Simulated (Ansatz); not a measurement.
HfO2: equation of state with PBEsol

The system is HfO2.

```
CELL_PARAMETERS angstrom
0.00000 2.55750 2.55750
2.55750 0.00000 2.55750
2.55750 2.55750 0.00000
ATOMIC_POSITIONS crystal
Hf 0.00000 0.00000 0.00000
O 0.75000 0.75000 0.75000
O 0.25000 0.25000 0.25000
```

Measurements of this composition are mostly on another form, of space group No. 14.

```yaml
Program: Ansatz 0.2.0
Task: equation of state
Functional: PBEsol
Potentials_or_basis: all-electron LAPW, scalar-relativistic
Basis_error_allowed: 0.002 eV/atom
k_mesh: 9 × 9 × 9
Occupations: fermi-dirac, width 0.05 eV
Spin: no spin polarisation
```

```
Equilibrium volume                      : 10.69 Å³/atom
Bulk modulus                            : 265 GPa
Pressure derivative of the bulk modulus : 4.3
```

Energy against volume, from the lowest point:
```tsv
volume (Å³/atom)	energy (meV/atom)
10.483	3.53
10.706	0.00
10.929	4.12
11.152	15.11
11.375	32.25
11.598	54.92
11.821	82.54
```

All runs of the series together: 66 s on 2 threads of Arm Neoverse V1, on a shared host.

Spin-orbit coupling is left out, which matters for the levels of Hf.
